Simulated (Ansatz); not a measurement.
Input of an Ansatz 0.2.0 run:

Contents of input.yaml:

```yaml
crystal:
  lattice:
    - [3.1840155185, 0.0, 0.0]
    - [-1.5920077592, 2.757438325, 0.0]
    - [0.0, 0.0, 28.3873198]
  atoms:
    - { symbol: Mo, position: [0.3333333333, 0.6666666667, 0.22816477] }
    - { symbol: Mo, position: [0.3333333333, 0.6666666667, 0.77183523] }
    - { symbol: Mo, position: [0.6666666667, 0.3333333333, 0.0] }
    - { symbol: S, position: [0.6666666667, 0.3333333333, 0.17349309] }
    - { symbol: S, position: [0.6666666667, 0.3333333333, 0.71718751] }
    - { symbol: S, position: [0.3333333333, 0.6666666667, 0.94533412] }
    - { symbol: S, position: [0.6666666667, 0.3333333333, 0.28281249] }
    - { symbol: S, position: [0.6666666667, 0.3333333333, 0.82650691] }
    - { symbol: S, position: [0.3333333333, 0.6666666667, 0.05466588] }
hamiltonian:
  xc: pbe
  pseudopotentials: { kind: paw }
  dispersion: d3bj
kpoints:
  mp_grid: { grid: [7, 7, 1] }
scf:
  occupations: { method: fermi_dirac, width: 0.05 }
output:
  forces: true
  stress: true
  eigenvalues: true
relax:
  f_tol: 0.01
  max_steps: 40
  cell: { stress_tol: 0.05 }
```

Potentials or basis: Ansatz PAW.

Launch:

```console
$ ansatz run input.yaml --threads 4 --pin off --max-ram 11264MiB --backend cpu --events-out ev --progress --plain --runs-dir out
```

Question: Estimate the relaxed cell.

Answer: a = 3.149 Å, b = 3.149 Å, c = 18.744 Å, α = 90.00°, β = 90.00°, γ = 120.00°.

Question: Estimate the band gap on the k mesh.

Answer: 1.04 eV, indirect (least direct gap 2.12 eV).

Forces on the atoms (eV/Å):
```
Mo   0.000  0.000  0.010
Mo   0.000  0.000 -0.010
Mo   0.000  0.000  0.000
S    0.000  0.000  0.009
S    0.000  0.000 -0.002
S    0.000  0.000  0.000
S    0.000  0.000  0.002
S    0.000  0.000 -0.009
S    0.000  0.000  0.000
```

Caveat: odd divisions of the mesh miss points on the zone boundary, where band edges often lie, so the gap on the mesh can be too wide; the plane-wave basis is chosen anew once the cell has moved, so the energies of steps on either side of that aren't comparable. As with any semilocal functional, this PBE gap is likely too small.
